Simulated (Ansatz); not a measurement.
# BAs (F-43m) in Ansatz: a series of runs, part 2 of 2

Ansatz 0.2.0. Earlier steps stand in the parts before.

### Step 5. Single point, HSE06 form with a typed share of exact exchange

Contents of input.yaml:

```yaml
crystal:
  lattice:
    - [0.0, 2.3885, 2.3885]
    - [2.3885, 0.0, 2.3885]
    - [2.3885, 2.3885, 0.0]
  atoms:
    - { symbol: As, position: [0.75, 0.75, 0.75] }
    - { symbol: B, position: [0.0, 0.0, 0.0] }
hamiltonian:
  xc: { exchange: pbe, correlation: pbe, exx: { coeff: 0.25, omega: 0.3 } }
  pseudopotentials: { kind: paw }
kpoints:
  mp_grid: { grid: [5, 5, 5] }
scf:
  occupations: { method: fermi_dirac, width: 0.05 }
output:
  forces: true
  stress: true
  eigenvalues: true
  write_density: true
  write_potential: true
  elf: true
  volumetric_format: npy
```

Potentials or basis: Ansatz PAW.

On the command line:

```
> ansatz run input.yaml --threads 2 --pin off --max-ram 5632MiB --backend cpu --events-out ev --progress --plain --runs-dir out
```

Standard output:

```text
Warning: output.stress: scf.convergence.dr2_threshold = 1e-7 eV (the SCF's general default) is looser than the 2e-10 eV advised for a printed stress (1e-10 eV for each atom of the cell: 2). What an SCF threshold leaves in a stress goes as its square root, and in the free energy as the threshold itself, and one threshold admits the most on a small cell: of the crystals measured, under no hybrid functional and no lock of the moments, on runs that ended without the residual-converged pass, on stresses that held no estimate of that error, the worst erred by over 100 MPa in a component at 1e-7 eV an atom and by under 5 at 1e-10. Set scf.convergence.dr2_threshold to 2e-10 eV or tighter. The threshold is an SCF's pass mark: one that does not reach it within its budget of iterations ends unconverged, or closes short of it on a stop that the run arms, and scf.convergence.dr2_threshold's page says what that costs each kind of run
Warning: output.stress: scf.exx.energy_threshold = 1e-6 eV is looser than the 2e-8 eV advised for a stress under a hybrid functional (1e-8 eV for each atom of the cell: 2). Every SCF of the exchange loop can meet its threshold on dr2 while the loop round them stops early: no threshold on dr2 bounds what that leaves in the stress. Set scf.exx.energy_threshold to 2e-8 eV or tighter. The threshold is the loop's pass mark: a loop that does not reach it within its budget of cycles ends unconverged, and scf.exx.energy_threshold's page has the law
Warning: RAYON_NUM_THREADS=2 ignored (pool sized by the plan → 2); use --threads N
Engine: ansatz 0.2.0, x86_64-unknown-linux-gnu
Pseudopotentials: kind: paw
Pseudopotential: As, paw, valence charge 15, recommended cutoff 420 eV (normal), As.paw.azcp
Pseudopotential: B, paw, valence charge 3, recommended cutoff 420 eV (normal), B.paw.azcp
Functional definition: unnamed
  parameter a_1 = 0.25
  parameter omega_1 = 0.3/angstrom
  exchange = pbe_x + (-a_1)*pbe_x_sr(omega_1) + a_1*exact_x_sr(omega_1)
  correlation = pbe_c
Crystal: 2 atoms, lattice volume = 27.252 Å³
Basis set: ecut = 420 eV, 531 PW (Γ), exchange–correlation on 48×48×48 points (8 copies of the dense FFT grid, shifted against one another)
Bands: 13, of which v1, the nominal top of the filled ones, is band 9 counted from 1 (8 counted from 0)
Symmetry: 24 space group operations
Space group: F-43m (ITA 216), of the structure as read, at distance tolerance 3.0e-5 Å
k-points: 10 of 125 (time reversal used)
Non-local potential: As, projectors of the file, l = 0: 2, l = 1: 2, l = 2: 3, l = 3: 1
Non-local potential: B, projectors of the file, l = 0: 2, l = 1: 2, l = 2: 1
PAW form: soft (Blöchl's): semilocal exchange-correlation on the pseudo side does not see the compensation charge
PAW frozen core: As, regenerated for the run's functional, and the local potential with it (the file was generated under x = pbe(κ = 0.804, μ = 0.2195149727645171), c = pbe(β = 0.06672455060314922))
PAW frozen core: B, regenerated for the run's functional, and the local potential with it (the file was generated under x = pbe(κ = 0.804, μ = 0.2195149727645171), c = pbe(β = 0.06672455060314922))
PAW one-centre angular grid: As, 590 points (default); XC on 64 Gauss nodes
PAW one-centre angular grid: B, 110 points (default); XC on 64 Gauss nodes
Initial density: superposition of atomic densities (neutral atoms: chi_scale 0, normalization atom), corrected by the library's trained network
Initial wavefunctions: pseudopotential atomic-orbital guess
Functional: x = pbe(κ = 0.804, μ = 0.2195149727645171), c = pbe(β = 0.06672455060314922), warm-up for x = pbe(κ = 0.804, μ = 0.2195149727645171) + 0.25 (exact − pbe) at short range (hse, ω = 0.3 Å⁻¹), c = pbe(β = 0.06672455060314922)
SCF iter   1: F=—  HF=-5012.043278 eV  |F-HF|=—  |Δ(HF+E_count)|=         —  Δρ=1.25e-3  dr2=3.28e-4  ethr=1.77e-3  ⟨swp⟩=5.5  Hψ=523  notcnv=0
preconditioner: auto → none  [insulator: Δε(μ)=1.183 eV  Ē_g=12.417 eV  σ=0.050 eV  W_gap=1.00  n_scr=8 (ndim 8)  ℏωp=20.1 eV  f_vac=0.001  D(μ)=0.00/eV (n_scr^D=0)]
SCF iter   2: F=-5012.043452 eV  HF=-5012.043411 eV  |F-HF|=4.03e-5  |Δ(HF+E_count)|=   1.33e-4  Δρ=5.69e-4  dr2=6.89e-5  ethr=1.82e-6  ⟨swp⟩=4.0  Hψ=343  notcnv=0
SCF 1 stopped early in 2 iterations: F = -5012.043452 eV  dr2 = 6.89e-5
Initial density: handed on by an earlier stage of this run
Initial wavefunctions: those handed on with the density
Functional: x = pbe(κ = 0.804, μ = 0.2195149727645171) + 0.25 (exact − pbe) at short range (hse, ω = 0.3 Å⁻¹), c = pbe(β = 0.06672455060314922)
Exchange kernel: α = 0.2500, screened, ω = 0.3000 Å⁻¹, Wigner–Seitz truncation, v(0) = 502.5286 eV·Å³, q-mesh 5×5×5, nearest image of the exchange supercell L = 16.89 Å, pair-density grid 15×15×15, without the augmentation charges, whose exchange is taken in its separable form by FFT convolution over the k-point mesh (sized by the pseudopotential files, 20×20×20 at the most), smooth part of the exact exchange by density-matrix convolution
Frozen-core exchange: fock
SCF iter   1: F=—  HF=-5013.404854 eV  |F-HF|=—  |Δ(HF+E_count)|=         —  Δρ=6.43e-3  dr2=6.58e-3  ethr=3.83e-6  ⟨swp⟩=5.4  Hψ=560  notcnv=0
preconditioner: auto → none  [insulator: Δε(μ)=1.638 eV  Ē_g=13.814 eV  σ=0.050 eV  W_gap=1.00  n_scr=8 (ndim 8)  ℏωp=20.1 eV  f_vac=0.001  D(μ)=0.00/eV (n_scr^D=0)]
SCF iter   2: F=—  HF=-5013.397124 eV  |F-HF|=—  |Δ(HF+E_count)|=   7.73e-3  Δρ=2.97e-3  dr2=1.75e-3  ethr=3.83e-6  ⟨swp⟩=4.0  Hψ=411  notcnv=0
SCF iter   3: F=—  HF=-5013.396812 eV  |F-HF|=—  |Δ(HF+E_count)|=   3.11e-4  Δρ=1.30e-3  dr2=3.08e-4  ethr=3.83e-6  ⟨swp⟩=3.0  Hψ=247  notcnv=0
SCF iter   4: F=—  HF=-5013.399872 eV  |F-HF|=—  |Δ(HF+E_count)|=   3.06e-3  Δρ=1.01e-3  dr2=1.12e-4  ethr=8.54e-7  ⟨swp⟩=4.0  Hψ=389  notcnv=0
SCF iter   5: F=—  HF=-5013.399810 eV  |F-HF|=—  |Δ(HF+E_count)|=   6.24e-5  Δρ=3.66e-4  dr2=1.44e-5  ethr=6.16e-7  ⟨swp⟩=3.0  Hψ=271  notcnv=0
iter 6 solved again at ethr=2.70e-9 eV; its pass at ethr=7.44e-8 eV (dr2=4.87e-7 eV) is discarded
SCF iter   6: F=-5013.399801 eV  HF=-5013.399802 eV  |F-HF|=5.70e-7  |Δ(HF+E_count)|=   8.13e-6  Δρ=6.97e-5  dr2=1.49e-6  ethr=2.70e-9  ⟨swp⟩=2.6  Hψ=551  notcnv=0  defer=6
SCF 2 stopped early in 6 iterations: F = -5013.399801 eV  dr2 = 1.49e-6
hybrid outer 1: dexx = +3.477e-3 eV, tail = 4.47e-5 eV
Exchange kernel: α = 0.2500, screened, ω = 0.3000 Å⁻¹, Wigner–Seitz truncation, v(0) = 502.5286 eV·Å³, q-mesh 5×5×5, nearest image of the exchange supercell L = 16.89 Å, pair-density grid 15×15×15, without the augmentation charges, whose exchange is taken in its separable form by FFT convolution over the k-point mesh (sized by the pseudopotential files, 20×20×20 at the most), smooth part of the exact exchange by density-matrix convolution
Frozen-core exchange: fock
SCF iter   1: F=—  HF=-5013.400012 eV  |F-HF|=—  |Δ(HF+E_count)|=         —  Δρ=9.87e-5  dr2=1.66e-6  ethr=1.24e-6  ⟨swp⟩=3.9  Hψ=288  notcnv=0
preconditioner: auto → none  [insulator: Δε(μ)=1.667 eV  Ē_g=13.817 eV  σ=0.050 eV  W_gap=1.00  n_scr=8 (ndim 8)  ℏωp=20.1 eV  f_vac=0.001  D(μ)=0.00/eV (n_scr^D=0)]
SCF iter   2: F=—  HF=-5013.400012 eV  |F-HF|=—  |Δ(HF+E_count)|=   3.51e-7  Δρ=1.16e-5  dr2=6.64e-8  ethr=8.14e-9  ⟨swp⟩=4.0  Hψ=353  notcnv=0
SCF iter   3: F=—  HF=-5013.400012 eV  |F-HF|=—  |Δ(HF+E_count)|=   3.92e-7  Δρ=1.13e-5  dr2=1.77e-8  ethr=1.67e-10  ⟨swp⟩=3.9  Hψ=374  notcnv=0
SCF iter   4: F=-5013.400012 eV  HF=-5013.400012 eV  |F-HF|=3.63e-10  |Δ(HF+E_count)|=   2.26e-9  Δρ=3.19e-6  dr2=2.24e-9  ethr=9.18e-11  ⟨swp⟩=2.0  Hψ=222  notcnv=0
SCF 3 converged in 4 iterations: F = -5013.400012 eV  dr2 = 2.24e-9
  Residual-converged pass: ⟨swp⟩=3.0  Hψ=272  notcnv=0  max |occ|·‖R‖ = 2.4e-6 eV (tolerance 2.4e-6 eV)  dr2=2.23e-9  dr2_onsite=9.61e-10  max |Δocc| = 1.8e-15
hybrid outer 2: dexx = +4.956e-7 eV, tail = 1.93e-8 eV, Δε = 1.90e-3 eV (about 7.64e-5 eV left of the loop's levels)
hybrid SCF converged: 2 outer / 10 inner (+2 warm-up), last move |dexx| = 4.96e-7 eV, tail = 1.93e-8 eV
Stability not checked: this state was not tested for a lower state beside it, because the functional holds exact exchange (a hybrid, or Hartree-Fock), whose exchange loop this test does not read (fock_operator; see scf.lower_state_search)
Free energy (F): -5013.400012 eV
Frozen-core exchange: fock
Harris-Foulkes:  -5013.400012 eV  (|F-HF|=3.63e-10)
Internal energy: -5013.400012 eV  (E = F + TS)
E sigma→0 (E₀):  -5013.400012 eV
Fermi energy:    11.652773 eV
--- Per-component energies (eV) ---
  E_band       = -253.751209
  E_kinetic    = 151.242497
  E_local      = -1693.792194  (includes V_loc(G=0)·N_el)
  E_nonlocal   = -658.781132
  E_hartree    = 941.080793
  E_xc         = -92.051817
  E_vxc        = -96.239336  (∫ρ·V_xc dr)
  E_exx        = -63.570424  (= α·E_x^exact, valence–valence)
  E_paw        = -1870.976875  (= ΣΔE_a)
  E_vpaw       = 288.798350  (= ΣTr[D̂ρ^β])
  E_aug_tail   = 0.000007  (compensation charges beyond the density's cutoff)
  E_ewald      = -1725.774997
  E_core_change = -0.775873  (= ΣΔE_core)
  E_smearing   = -0.000000  (= −TS)
  E_closure    = 0.000001  (closes the sum)
  Σ components = -5013.400012   (vs F -5013.400012, Δ=1.82e-12)
--- Forces (eV/Å), atoms counted from 1 ---
  atom   1  As     0.00000000     0.00000000     0.00000000
  atom   2  B     -0.00000000     0.00000000    -0.00000000
  max |Σ_I F_I| component: 5.55e-16 eV/Å
--- Stress (GPa, compression-positive) ---
        0.020080      -0.000000      -0.000000
       -0.000000       0.020080       0.000000
       -0.000000       0.000000       0.020080
  P = ⅓ Tr σ = 0.0201 GPa (0.201 kbar)
--- Band table (eV; the first three rows and the last of 10) ---
  k-point 0: bands = ["-28.3553", "-28.3553", "-28.3553", "-28.3280", "-28.3280", "-5.9900", "10.8367", "10.8367", "10.8367", "14.7797", "14.7797", "14.7797", "16.5055"]
  k-point 1: bands = ["-28.3541", "-28.3526", "-28.3526", "-28.3278", "-28.3278", "-5.2746", "6.8053", "9.9090", "9.9090", "14.7618", "15.9659", "15.9659", "19.0403"]
  k-point 2: bands = ["-28.3523", "-28.3494", "-28.3494", "-28.3263", "-28.3263", "-3.4027", "2.2075", "8.9945", "8.9945", "14.2838", "16.3981", "16.3981", "20.6653"]
  k-point 9: bands = ["-28.3535", "-28.3468", "-28.3410", "-28.3305", "-28.3249", "-1.8543", "2.4718", "4.9509", "6.3677", "15.9731", "16.9118", "17.7961", "21.6750"]
```

Wall time 17 s (2 threads of Intel Xeon Platinum 8259CL at 2.50GHz (Skylake/Cascade Lake), shared host); peak memory 0.67 GiB.

Results:

```
Free energy            : -5013.4000 eV
Pressure               : 0.0 GPa
Band gap on the k mesh : 1.67 eV, indirect (least direct gap 3.94 eV)
```

Caveat: the k mesh is coarse (spacing up to 0.46 Å⁻¹), so the values aren't converged, least of all with exact exchange; odd divisions of the mesh miss points on the zone boundary, where band edges often lie, so the gap on the mesh can be too wide; the PAW data sets come from PBE, with cores solved anew for the run's functional, which leaves a small shift of forces and pressure; the thresholds are loose for stress. A k mesh can miss the band edges.

### Step 6. Single point, HSE06 form with a typed share of exact exchange

input.yaml, as its differences from that of step 5:

```diff
@@ -9,3 +9,3 @@
 hamiltonian:
-  xc: { exchange: pbe, correlation: pbe, exx: { coeff: 0.25, omega: 0.3 } }
+  xc: { exchange: pbe, correlation: pbe, exx: { coeff: 0.25, omega: 0.4 } }
   pseudopotentials: { kind: paw }
@@ -19,5 +19 @@
   eigenvalues: true
-  write_density: true
-  write_potential: true
-  elf: true
-  volumetric_format: npy
```

Potentials or basis: Ansatz PAW.

On the command line:

```
> ansatz run input.yaml --threads 2 --pin off --max-ram 5632MiB --backend cpu --events-out ev --progress --plain --runs-dir out
```

Run time: 14 s. Hardware: 2 threads of Intel Xeon Platinum 8259CL at 2.50GHz (Skylake/Cascade Lake), shared host; peak memory 0.67 GiB.

It converged, with:

```yaml
Free_energy: -5013.3499 eV
Pressure: 0.4 GPa
Band_gap_on_the_k_mesh: 1.54 eV, indirect (least direct gap 3.80 eV)
```

Levels at points of the mesh, in eV from the valence-band top:
```csv
k point,band 5,band 6,band 7,band 8,band 9,band 10,band 11,band 12,band 13
"(0.00, 0.00, 0.00)",-39.04,-16.67,0.00,0.00,0.00,3.80,3.80,3.80,5.48
```

Caveat: the k mesh is coarse (spacing up to 0.46 Å⁻¹), so the values aren't converged, least of all with exact exchange; odd divisions of the mesh miss points on the zone boundary, where band edges often lie, so the gap on the mesh can be too wide; the PAW data sets come from PBE, with cores solved anew for the run's functional, which leaves a small shift of forces and pressure; the thresholds are loose for stress. A k mesh can miss the band edges.

### Step 7. Single point, HSE06 form with a typed share of exact exchange

input.yaml, as its differences from that of step 6:

```diff
@@ -9,3 +9,3 @@
 hamiltonian:
-  xc: { exchange: pbe, correlation: pbe, exx: { coeff: 0.25, omega: 0.4 } }
+  xc: { exchange: pbe, correlation: pbe, exx: { coeff: 0.25, omega: 0.6 } }
   pseudopotentials: { kind: paw }
```

On the command line:

```
> ansatz run input.yaml --threads 2 --pin off --max-ram 5632MiB --backend cpu --events-out ev --progress --plain --runs-dir out
```

It took 15 s on 2 threads of Intel Xeon Platinum 8259CL at 2.50GHz (Skylake/Cascade Lake), shared host; peak memory 0.67 GiB.

The run converged. Its results:

```
Free energy            : -5013.2338 eV
Pressure               : 1.2 GPa
Band gap on the k mesh : 1.37 eV, indirect (least direct gap 3.60 eV)
```

Levels at points of the mesh, in eV from the valence-band top:
```csv
k point,band 7,band 8,band 9,band 10,band 11,band 12
"(0.00, 0.00, 0.00)",0.00,0.00,0.00,3.60,3.60,3.60
```

Caveat: the k mesh is coarse (spacing up to 0.46 Å⁻¹), so the values aren't converged, least of all with exact exchange; odd divisions of the mesh miss points on the zone boundary, where band edges often lie, so the gap on the mesh can be too wide; the PAW data sets come from PBE, with cores solved anew for the run's functional, which leaves a small shift of forces and pressure; the thresholds are loose for stress. A k mesh can miss the band edges.

### Step 8. The runs side by side

```csv
screening (1/Å),gap on the mesh (eV),pressure (GPa)
0.1,2.14,-0.6
0.15,1.98,-0.5
0.2,1.86,-0.3
0.3,1.67,0.0
0.4,1.54,0.4
0.6,1.37,1.2
```

Alike in all rows: task single point; level HSE06 form with a typed share of exact exchange; potentials or basis Ansatz PAW; no spin polarisation; cell as given; k mesh 5 × 5 × 5; cutoff (eV) 420; smearing fermi-dirac 0.05 eV; the mesh is coarse, so values aren't converged.

Caveats: all runs use coarse meshes; odd divisions of the mesh miss points on the zone boundary, where band edges often lie, so the gap on the mesh can be too wide; the PAW data sets come from PBE, with cores solved anew for the run's functional, which leaves a small shift of forces and pressure; the thresholds are loose for stress.

Total energies depend on the potentials used, so only differences within one code and one set of settings carry meaning.
